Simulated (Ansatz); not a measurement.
**Infrared modes and screening in LiCl (zincblende)**

Perturbation theory with PBEsol in Ansatz on the PBEsol cell, ground state and force constants on a 6×6×6 mesh. These are computed values for a spin-unpolarised cell that may be hypothetical; none is a measurement.

It is cubic, F-43m (No. 216); conventional cell a = 5.439 Å, 20.11 Å³ an atom. Around Li lie 4 Cl at 2.36 Å; around Cl lie 4 Li at 2.36 Å.

```
Li Cl
1.0
     0.00000    2.71945    2.71945
     2.71945    0.00000    2.71945
     2.71945    2.71945    0.00000
Li Cl
1 1
Direct
  0.00000 0.00000 0.00000
  0.25000 0.25000 0.25000
```

Optical modes without the longitudinal term:
```json
{"ω (cm⁻¹)": "326", "degeneracy": "3", "IR intensity, summed over the level ((D/Å)²/amu)": "12.20"}
```

The optical mode at Γ lies at 326 cm⁻¹ without the longitudinal term. With the long-range field the highest mode reaches 438 cm⁻¹.

The electronic dielectric tensor ε∞ is 2.53 in all directions. With the ions relaxed, ε⁰ is 4.6 in all directions. Born charges, averaged over directions: Li +1.01, Cl -1.01 e.

With one polar mode in a cubic crystal the Lyddane-Sachs-Teller relation applies: (ω_LO/ω_TO)² = (437.5/325.9)² = 1.802, and ε⁰/ε∞ = 4.561/2.531 = 1.802. The refractive index √ε∞ is 1.59.

For comparison, on the r2SCAN cell the mean ε∞ is 2.39 with r2SCAN (ground state on 6×6×6; least gap 6.71 eV), 2.47 with PBE (ground state on 6×6×6; least gap 6.05 eV).
